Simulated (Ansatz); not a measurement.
Input and command of a plane-wave DFT calculation in Ansatz:

```yaml
crystal:
  lattice:
    - [-2.1268362731, 1.2279462884, 0.0110113261]
    - [-2.1268362731, -1.2279462884, 0.0110113261]
    - [-1.3548793539, -0.8186308589, 10.6125263424]
  atoms:
    - { symbol: C, position: [0.1666680543, -0.3889014966, 0.8333543263] }
    - { symbol: C, position: [0.5000013876, 0.3888762812, 0.1666876596] }
    - { symbol: C, position: [0.833334721, 0.4999873923, 0.500020993] }
    - { symbol: C, position: [0.166665279, 0.055545941, 0.166679007] }
    - { symbol: C, position: [0.4999986124, 0.1666570521, 0.5000123404] }
    - { symbol: C, position: [0.8333319457, 0.2777681632, 0.8333456737] }
basis:
  ecutwfc: 500
kpoints:
  mp_grid: { grid: [12, 12, 3] }
hamiltonian:
  xc: r2scan
scf:
  occupations: { method: gaussian, width: 0.05 }
output:
  forces: true
  stress: true
  eigenvalues: true
```

```bash
ansatz run input.yaml --threads 2 --pin off --max-ram 5120MiB --backend cpu --events-out ev --progress --plain --runs-dir out
```

Processor: Arm Neoverse V1, 2 threads, on a host shared with other jobs.

**Question.** How long does it run, and how much memory does it take?

**Answer.** About 16 s on 2 threads of Arm Neoverse V1 (shared host), peak memory 0.57 GiB. It solves 18 bands at 218 k points (the mesh reduced by symmetry) with about 1437 plane waves, in 8 SCF iterations.
